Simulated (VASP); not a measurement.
# Ta (Im-3m) in VASP: notebook, part 2 of 2

VASP 6.6.1. Earlier steps stand in the parts before.

## 6. Single point, PBE, non-collinear spin, zero start, spin-orbit coupling (a relaxed cell with its volume scaled by 1.06)

Contents of INCAR:

```
PREC = Accurate
ENCUT = 520
EDIFF = 1E-7
ISMEAR = 0
SIGMA = 0.1
LREAL = False
LASPH = True
NELM = 80
ALGO = Normal
ISIF = 2
LWAVE = False
LCHARG = False
LNONCOLLINEAR = True
MAGMOM = 0 0 0
LORBIT = 11
LSORBIT = True
GGA_COMPAT = False
LMAXMIX = 4
GGA = PE
NBANDS = 22
KPAR = 4
```

Contents of KPOINTS:

```
regular mesh
0
Gamma
  18 18 18
```

Contents of POSCAR:

```
Ta                                      
1.0
   -1.6915514525      1.6915514525      1.6915514525
    1.6915514525     -1.6915514525      1.6915514525
    1.6915514525      1.6915514525     -1.6915514525
  Ta            
     1
Direct
     0.0000000000000000    0.0000000000000000    0.0000000000000000
```

Potentials or basis: VASP PAW PBE potentials, release 64 (Ta_pv).

Run with:

```console
$ cat potpaw_PBE.64/Ta_pv/POTCAR > POTCAR
$ mpirun -np 4 vasp_ncl > vasp.out
```

OUTCAR:

```text
PREC = Accurate
   ENCUT = 520
   EDIFF = 1E-7
   ISMEAR = 0
   LREAL = False
   LASPH = True
   NELM = 80
   ISIF = 2
   LNONCOLLINEAR = True
   LORBIT = 11
   LSORBIT = True
   GGA = PE

 ion  position               nearest neighbor table
   1  0.000  0.000  0.000-

  LATTYP: Found a body centered cubic cell.
 ALAT       =     3.3831029050

  Lattice vectors:

 A1 = (  -1.6915514525,   1.6915514525,   1.6915514525)
 A2 = (   1.6915514525,  -1.6915514525,   1.6915514525)
 A3 = (   1.6915514525,   1.6915514525,  -1.6915514525)

Analysis of symmetry for initial positions (statically):
=====================================================================
 Subroutine PRICEL returns:
 Original cell was already a primitive cell.

 Routine SETGRP: Setting up the symmetry group for a
 body centered cubic supercell.

 Subroutine GETGRP returns: Found 48 space group operations
 (whereof 48 operations were pure point group operations)
 out of a pool of 48 trial point group operations.

[... 802 lines left out ...]
  energy-cutoff  :      520.00
  volume of cell :       19.36
      direct lattice vectors                 reciprocal lattice vectors
    -1.691551452  1.691551452  1.691551452     0.000000000  0.295586634  0.295586634
     1.691551452 -1.691551452  1.691551452     0.295586634  0.000000000  0.295586634
     1.691551452  1.691551452 -1.691551452     0.295586634  0.295586634  0.000000000

 POSITION                                       TOTAL-FORCE (eV/Angst)
 -----------------------------------------------------------------------------------
      0.00000      0.00000      0.00000        -0.000000      0.000000      0.000000
 -----------------------------------------------------------------------------------
    total drift:                               -0.000000      0.000000      0.000000

  FREE ENERGIE OF THE ION-ELECTRON SYSTEM (eV)
  ---------------------------------------------------
  free  energy   TOTEN  =       -12.4938156597 eV

  energy  without entropy=      -12.4870329069  energy(sigma->0) =      -12.49042428

 Spin-Orbit-Coupling matrix elements

 Ion:    1  E_soc:     -1.4110731
 l=   1
     0.0000000    -0.2130919    -0.2130919
    -0.2130919     0.0000000    -0.2130919
    -0.2130919    -0.2130919     0.0000000
 l=   2
     0.0000000    -0.0054977     0.0000000    -0.0054977    -0.0165892
    -0.0054977     0.0000000    -0.0124419    -0.0054977    -0.0041473
     0.0000000    -0.0124419     0.0000000    -0.0124419     0.0000000
    -0.0054977    -0.0054977    -0.0124419     0.0000000    -0.0041473
    -0.0165892    -0.0041473     0.0000000    -0.0041473     0.0000000
 l=   3
     0.0000000     0.0000000     0.0000000     0.0000000     0.0000000     0.0000000     0.0000000
     0.0000000     0.0000000     0.0000000     0.0000000     0.0000000     0.0000000     0.0000000
     0.0000000     0.0000000     0.0000000     0.0000000     0.0000000     0.0000000     0.0000000
     0.0000000     0.0000000     0.0000000     0.0000000     0.0000000     0.0000000     0.0000000
     0.0000000     0.0000000     0.0000000     0.0000000     0.0000000     0.0000000     0.0000000
     0.0000000     0.0000000     0.0000000     0.0000000     0.0000000     0.0000000     0.0000000
     0.0000000     0.0000000     0.0000000     0.0000000     0.0000000     0.0000000     0.0000000

 total charge

# of ion       s       p       d       tot
------------------------------------------
    1        0.354   6.150   2.311   8.815

 magnetization (x)

# of ion       s       p       d       tot
------------------------------------------
    1       -0.000   0.000  -0.000  -0.000

 magnetization (y)

# of ion       s       p       d       tot
------------------------------------------
    1       -0.000  -0.000  -0.000  -0.000

 magnetization (z)

# of ion       s       p       d       tot
------------------------------------------
    1       -0.000   0.000   0.000   0.000
```

OSZICAR:

```text
N       E                     dE             d eps       ncg     rms          rms(c)
DAV:   1     0.910904113198E+02    0.91090E+02   -0.59797E+03  8580   0.102E+03
DAV:   2    -0.103639302700E+02   -0.10145E+03   -0.98434E+02 10030   0.319E+02
DAV:   3    -0.130117987062E+02   -0.26479E+01   -0.26173E+01 10450   0.488E+01
DAV:   4    -0.130263721186E+02   -0.14573E-01   -0.14569E-01  9684   0.389E+00
DAV:   5    -0.130264880911E+02   -0.11597E-03   -0.11597E-03 10276   0.325E-01    0.118E+01
DAV:   6    -0.126086573466E+02    0.41783E+00   -0.36811E-01  9874   0.692E+00    0.550E+00
DAV:   7    -0.124941491854E+02    0.11451E+00   -0.26709E-01 10008   0.555E+00    0.105E+00
DAV:   8    -0.124943867118E+02   -0.23753E-03   -0.98290E-03 10466   0.543E-01    0.316E-01
DAV:   9    -0.124938366574E+02    0.55005E-03   -0.15009E-03 10134   0.459E-01    0.544E-02
DAV:  10    -0.124938196087E+02    0.17049E-04   -0.62586E-05  9740   0.934E-02    0.240E-02
DAV:  11    -0.124938156675E+02    0.39412E-05   -0.43354E-06 10220   0.257E-02    0.377E-03
DAV:  12    -0.124938156597E+02    0.77689E-08   -0.75039E-08  8396   0.337E-03
   1 F= -.12493816E+02 E0= -.12490424E+02  d E =-.678275E-02  mag=     0.0000     0.0000    -0.0000
```

Run time: 20 s. Hardware: 4 MPI ranks of Intel Xeon Platinum 8559C (Emerald Rapids), shared host; peak memory 0.27 GiB.

Results:

```yaml
Free_energy: -12.4938 eV
Pressure: -10.1 GPa
Net_moment: 0.00 μB per cell
Valence_electrons_inside_the_program's_atomic_spheres: Ta 8.81
```

Moments on the atoms (μB; x, y, z):
```
Ta  0.00 0.00 0.00
```

## 7. Overview

```tsv
cell	pressure (GPa)	moment (μB)
as given	0.0	0.00
a relaxed cell with its volume scaled by 0.97	6.2	0.00
a relaxed cell with its volume scaled by 1.03	-5.4	0.00
a relaxed cell with its volume scaled by 0.94	13.5	0.00
a relaxed cell with its volume scaled by 1.06	-10.1	0.00
```

Alike in all rows: task single point; level PBE; potentials or basis VASP PAW PBE potentials, release 64 (Ta_pv); spin non-collinear, zero start, SOC; k mesh 18 × 18 × 18; cutoff (eV) 520; smearing gaussian 0.1 eV.

Total energies depend on the potentials used, so only differences within one code and one set of settings carry meaning.
